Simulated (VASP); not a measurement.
# BiTe (R-3m) in VASP: notebook

One crystal, BiTe, is run at these levels: PBEsol+D4, LDA, PW91+D3(BJ), PBE+D3(BJ); tasks: density of states, band structure, electric field gradients, equation of state.

Everything below comes from runs of VASP 6.6.1. Logs are shortened: lines on timing, memory, paths and dates and some standing lists are left out, and cuts for length are marked.

## Step 1: The structure

The structure is trigonal, space group R-3m (No. 166). Conventional cell: a = 4.845 Å, b = 4.845 Å, c = 9.952 Å, α = 90.00°, β = 90.00°, γ = 120.00°. Around Bi (site symmetry -3m) lie 6 Te at 3.25 Å. Around Te (site symmetry -3m) lie 6 Bi at 3.25 Å.

The cell comes from a database or a generator and needn't be the stable form of this composition.

## Step 2: Density of states, PBEsol+D4, spin-orbit coupling, no magnetisation

The input, run.py:

```python
from ase.calculators.vasp import Vasp
from ase.dft.dos import DOS
from ase.io import read

atoms = read('BiTe.xyz')
calc = Vasp(
    directory='calc',
    xc='pbesol',
    pp='PBE',
    setups='minimal',
    prec='Accurate',
    encut=500,
    ediff=1e-06,
    ismear=-1,
    sigma=0.02,
    lreal=False,
    lasph=True,
    nelm=60,
    algo='Fast',
    isif=2,
    lwave=False,
    lcharg=False,
    lnoncollinear=True,
    lorbit=11,
    lsorbit=True,
    gga_compat=False,
    ivdw=13,
    kpts=[5, 5, 5],
    gamma=True,
)
atoms.calc = calc

print('energy (eV):', atoms.get_potential_energy())
print('free energy (eV):', atoms.get_potential_energy(force_consistent=True))
print('forces (eV/A):')
print(atoms.get_forces())
print('stress (eV/A^3, Voigt):', atoms.get_stress())
print('Fermi level (eV):', calc.get_fermi_level())
dos = DOS(calc, width=0.2, window=(-10, 10), npts=301)
print('E - E_F (eV), DOS (1/eV)')
for e, g in zip(dos.get_energies(), dos.get_dos()):
    print(f'{e:8.3f} {g:10.4f}')
```

The input, BiTe.xyz:

```xyz
2
Lattice="2.4227077728 1.3987509848 3.3172919545 -2.4227077728 1.3987509848 3.3172919545 0.0000000000 -2.7975019696 3.3172919545" Properties=species:S:1:pos:R:3 pbc="T T T"
Bi     0.0000000000      0.0000000000      4.9759379318
Te     0.0000000000      0.0000000000      0.0000000000
```

Potentials or basis: VASP PAW PBE potentials, release 64 (Bi, Te).

The run is started by

```bash
$ python run.py
```

Log:

```text
energy (eV): -9.235111380000001
free energy (eV): -9.23595031
forces (eV/A):
[[ 0.  0.  0.]
 [ 0.  0. -0.]]
stress (eV/A^3, Voigt): [ 1.70641784e-02  1.70634631e-02  1.57784103e-02 -6.76766835e-07
 -2.69127632e-07 -9.20310521e-08]
Fermi level (eV): 5.8536533
E - E_F (eV), DOS (1/eV)
 -10.000     1.9668
  -9.933     2.2420
  -9.867     2.4268
  -9.800     2.5101
  -9.733     2.4887
  -9.667     2.3076
[... 293 lines left out ...]
   9.933     0.0000
  10.000     0.0000
```

It took 65 s on 1 thread of Intel Xeon 6975P-C (Granite Rapids), shared host; peak memory 0.37 GiB.

What came out:

```
Free energy                                           : -9.2360 eV
Pressure                                              : -2.7 GPa
Valence electrons inside the program's atomic spheres : Bi 3.53; Te 3.32
Dispersion energy per atom                            : -0.285 eV
```

Caveat: the PAW data sets were made with another functional, which shifts forces and pressure a little.

## Step 3: Band structure, LDA, spin-orbit coupling, no magnetisation

The input, POSCAR:

```
BiTe
1.0
    2.4227077728      1.3987509848      3.3172919545
   -2.4227077728      1.3987509848      3.3172919545
    0.0000000000     -2.7975019696      3.3172919545
Bi Te
1 1
Direct
    0.5000000000      0.5000000000      0.5000000000
    0.0000000000      0.0000000000      0.0000000000
```

The input, INCAR.step1:

```
ALGO = Normal
EDIFF = 1E-6
ENCUT = 700
GGA_COMPAT = False
ISIF = 2
ISMEAR = -1
LASPH = True
LCHARG = True
LORBIT = 11
LREAL = False
LSORBIT = True
LWAVE = False
MAGMOM = 0 0 0 0 0 0
NBANDS = 35
NELM = 80
PREC = Accurate
SIGMA = 0.02
```

The input, KPOINTS.step1:

```
k-points
0
Gamma
  5 5 5
```

The input, INCAR.step2:

```
ALGO = Normal
EDIFF = 1E-6
ENCUT = 700
GGA_COMPAT = False
ICHARG = 11
ISIF = 2
ISMEAR = 0
LASPH = True
LCHARG = False
LORBIT = 11
LREAL = False
LSORBIT = True
LWAVE = False
MAGMOM = 0 0 0 0 0 0
NBANDS = 35
NELM = 80
PREC = Accurate
SIGMA = 0.05
```

The input, KPOINTS.step2:

```
path GLB1,BZGX,QFP1Z,LP
15
line-mode
reciprocal
 0.0000000000  0.0000000000  0.0000000000  G
 0.5000000000  0.0000000000  0.0000000000  L

 0.5000000000  0.0000000000  0.0000000000  L
 0.5000000000  0.2851949954 -0.2851949954  B1

 0.7148050046  0.5000000000  0.2851949954  B
 0.5000000000  0.5000000000  0.5000000000  Z

 0.5000000000  0.5000000000  0.5000000000  Z
 0.0000000000  0.0000000000  0.0000000000  G

 0.0000000000  0.0000000000  0.0000000000  G
 0.3925974977  0.0000000000 -0.3925974977  X

 0.6074025023  0.3925974977  0.0000000000  Q
 0.5000000000  0.5000000000  0.0000000000  F

 0.5000000000  0.5000000000  0.0000000000  F
 0.6074025023  0.6074025023  0.2851949954  P1

 0.6074025023  0.6074025023  0.2851949954  P1
 0.5000000000  0.5000000000  0.5000000000  Z

 0.5000000000  0.0000000000  0.0000000000  L
 0.7148050046  0.3925974977  0.3925974977  P
```

Potentials or basis: VASP PAW LDA potentials, release 64 (Bi_d_GW, Te_GW).

The run is started by

```bash
$ cat potpaw_LDA.64/Bi_d_GW/POTCAR potpaw_LDA.64/Te_GW/POTCAR > POTCAR
$ cp INCAR.step1 INCAR
$ cp KPOINTS.step1 KPOINTS
$ mpirun -np 1 vasp_ncl > vasp.out
$ cp INCAR.step2 INCAR
$ cp KPOINTS.step2 KPOINTS
$ mpirun -np 1 vasp_ncl > vasp.out
```

OUTCAR:

```text
EDIFF = 1E-6
   ENCUT = 700
   ICHARG = 11
   ISIF = 2
   ISMEAR = 0
   LASPH = True
   LORBIT = 11
   LREAL = False
   LSORBIT = True
   NELM = 80
   PREC = Accurate

 ion  position               nearest neighbor table
   1  0.500  0.500  0.500-   2 3.25   2 3.25   2 3.25   2 3.25   2 3.25   2 3.25
   2  0.000  0.000  0.000-   1 3.25   1 3.25   1 3.25   1 3.25   1 3.25   1 3.25

  LATTYP: Found a trigonal (rhomboedric) cell.
 ALAT       =     4.3394058558
 COS(alpha) =     0.3765932224

  Lattice vectors:

 A1 = (   2.4227077728,   1.3987509848,   3.3172919545)
 A2 = (  -2.4227077728,   1.3987509848,   3.3172919545)
 A3 = (   0.0000000000,  -2.7975019696,   3.3172919545)

Analysis of symmetry for initial positions (statically):
=====================================================================
 Subroutine PRICEL returns:
 Original cell was already a primitive cell.

 Routine SETGRP: Setting up the symmetry group for a
 trigonal (rhombohedral) supercell.

 Subroutine GETGRP returns: Found 12 space group operations
 (whereof 12 operations were pure point group operations)
 out of a pool of 12 trial point group operations.

The static configuration has the point symmetry D_3d.

Analysis of symmetry for dynamics (positions and initial velocities):
=====================================================================
 Subroutine PRICEL returns:
 Original cell was already a primitive cell.

 Routine SETGRP: Setting up the symmetry group for a
 trigonal (rhombohedral) supercell.

 Subroutine GETGRP returns: Found 12 space group operations
 (whereof 12 operations were pure point group operations)
 out of a pool of 12 trial point group operations.

The dynamic configuration has the point symmetry D_3d.

Analysis of structural, dynamic, and magnetic symmetry:
=====================================================================
 Subroutine PRICEL returns:
 Original cell was already a primitive cell.

 Routine SETGRP: Setting up the symmetry group for a
 trigonal (rhombohedral) supercell.

 Subroutine GETGRP returns: Found 12 space group operations
 (whereof 12 operations were pure point group operations)
 out of a pool of 12 trial point group operations.

The overall configuration has the point symmetry D_3d.

 Subroutine INISYM returns: Found 12 space group operations
 (whereof 12 operations are pure point group operations),
 and found     1 'primitive' translations

----------------------------------------------------------------------------------------

                                     Primitive cell

  volume of cell :      67.4491

  direct lattice vectors                    reciprocal lattice vectors
     2.422707773  1.398750985  3.317291954     0.206380648  0.119153923  0.100483568
[... 119 lines left out ...]
  ---------------------------------------------------
  ext. energy  EPLUGINS =         0.00000000
  ---------------------------------------------------
  free energy    TOTEN  =        -9.92435360 eV

  energy without entropy =       -9.92284493  energy(sigma->0) =       -9.92359927

 E-fermi :   4.0803     XC(G=0):  -9.7553

 val. band max:        4.0729396795   @ k =   0.5000   0.2648  -0.2648
 cond. band min:       4.0955445892   @ k =   0.2143   0.2143   0.2143
 fundamental gap:      0.0226049097
 Fermi energy:         4.0803243772

 k-point     1 :       0.0000    0.0000    0.0000
  band No.  band energies     occupation
      1    -147.9322      1.00000
      2    -147.9322      1.00000
      3     -19.9261      1.00000
      4     -19.9261      1.00000
      5     -19.9170      1.00000
      6     -19.9170      1.00000
[... 901 lines left out ...]
     34      14.0105      0.00000
     35      14.3977      0.00000

 [... further k-points ...]
[... 5 lines left out ...]
  --------------------------------------------------------------------------------------
  -------------------------------------------------------------------------------------
  Total       -2.5056061     -2.5056061     -6.2528804      0.0000000      0.0000000      0.0000000
  in kB      -59.5178173    -59.5178173   -148.5300484      0.0000000      0.0000000      0.0000000
  external PRESSURE =     -89.1885610 kB  Pullay stress =       0.0000000 kB

 VOLUME and BASIS-vectors are now :
 -----------------------------------------------------------------------------
  energy-cutoff  :      700.00
  volume of cell :       67.45
      direct lattice vectors                 reciprocal lattice vectors
     2.422707773  1.398750985  3.317291954     0.206380648  0.119153923  0.100483568
    -2.422707773  1.398750985  3.317291954    -0.206380648  0.119153923  0.100483568
     0.000000000 -2.797501970  3.317291954     0.000000000 -0.238307845  0.100483568

 POSITION                                       TOTAL-FORCE (eV/Angst)
 -----------------------------------------------------------------------------------
      0.00000      0.00000      4.97594        -0.000000     -0.000000      0.000000
      0.00000      0.00000      0.00000         0.000000      0.000000      0.000000
 -----------------------------------------------------------------------------------
    total drift:                               -0.000000     -0.000000     -0.000000

  FREE ENERGIE OF THE ION-ELECTRON SYSTEM (eV)
  ---------------------------------------------------
  free  energy   TOTEN  =        -9.9243536011 eV

  energy  without entropy=       -9.9228449346  energy(sigma->0) =       -9.92359927

 Spin-Orbit-Coupling matrix elements

 Ion:    1  E_soc:     -2.2770073
 l=   1
     0.0000000    -0.2578777    -0.2638708
    -0.2578777     0.0000000    -0.2578777
    -0.2638708    -0.2578777     0.0000000
 l=   2
     0.0000000    -0.0239574     0.0000000    -0.0239574    -0.0955856
    -0.0239574     0.0000000    -0.0717249    -0.0240063    -0.0239574
     0.0000000    -0.0717249     0.0000000    -0.0717249     0.0000000
    -0.0239574    -0.0240063    -0.0717249     0.0000000    -0.0239574
    -0.0955856    -0.0239574     0.0000000    -0.0239574     0.0000000
 l=   3
     0.0000000    -0.0000012     0.0000000     0.0000000     0.0000000    -0.0000012     0.0000000
    -0.0000012     0.0000000    -0.0000001     0.0000000    -0.0000001    -0.0000021    -0.0000002
     0.0000000    -0.0000001     0.0000000    -0.0000004    -0.0000002    -0.0000001     0.0000000
     0.0000000     0.0000000    -0.0000004     0.0000000    -0.0000004     0.0000000     0.0000000
     0.0000000    -0.0000001    -0.0000002    -0.0000004     0.0000000    -0.0000001     0.0000000
    -0.0000012    -0.0000021    -0.0000001     0.0000000    -0.0000001     0.0000000    -0.0000002
     0.0000000    -0.0000002     0.0000000     0.0000000     0.0000000    -0.0000002     0.0000000

 Ion:    2  E_soc:     -0.2395752
 l=   1
     0.0000000    -0.0397665    -0.0406289
    -0.0397665     0.0000000    -0.0397665
    -0.0406289    -0.0397665     0.0000000
 l=   2
     0.0000000     0.0000334     0.0000000     0.0000334     0.0001892
     0.0000334     0.0000000     0.0000285    -0.0000057     0.0000334
     0.0000000     0.0000285     0.0000000     0.0000285     0.0000000
     0.0000334    -0.0000057     0.0000285     0.0000000     0.0000334
     0.0001892     0.0000334     0.0000000     0.0000334     0.0000000
 l=   3
     0.0000000     0.0000000     0.0000000     0.0000000     0.0000000     0.0000000     0.0000000
     0.0000000     0.0000000     0.0000000     0.0000000     0.0000000     0.0000000     0.0000000
     0.0000000     0.0000000     0.0000000     0.0000000     0.0000000     0.0000000     0.0000000
     0.0000000     0.0000000     0.0000000     0.0000000     0.0000000     0.0000000     0.0000000
     0.0000000     0.0000000     0.0000000     0.0000000     0.0000000     0.0000000     0.0000000
     0.0000000     0.0000000     0.0000000     0.0000000     0.0000000     0.0000000     0.0000000
     0.0000000     0.0000000     0.0000000     0.0000000     0.0000000     0.0000000     0.0000000

 total charge

# of ion       s       p       d       f       tot
--------------------------------------------------
    1        3.587   1.145   9.934   0.012  14.678
    2        1.644   2.491   0.056   0.000   4.191
--------------------------------------------------
tot          5.232   3.635   9.990   0.012  18.869

 magnetization (x)

# of ion       s       p       d       f       tot
--------------------------------------------------
    1        0.000   0.000   0.000  -0.000   0.000
    2       -0.000   0.000   0.000   0.000   0.000
--------------------------------------------------
tot         -0.000   0.000   0.000  -0.000   0.000

 magnetization (y)

# of ion       s       p       d       f       tot
--------------------------------------------------
    1        0.000   0.000   0.000   0.000   0.000
    2        0.000   0.000   0.000   0.000   0.000
--------------------------------------------------
tot          0.000   0.000   0.000   0.000   0.000

 magnetization (z)

# of ion       s       p       d       f       tot
--------------------------------------------------
    1        0.000   0.000   0.000   0.000   0.000
    2        0.000   0.000   0.000   0.000   0.000
--------------------------------------------------
tot          0.000   0.000   0.000   0.000   0.000
```

It took 8.8 min on 1 thread of Intel Xeon 6975P-C (Granite Rapids), shared host; peak memory 0.9 GiB.

Caveat: the log is that of the step along the path at fixed density, whose energy, stress, charges and moments have no meaning.

(Continued in part 2 of 2.)
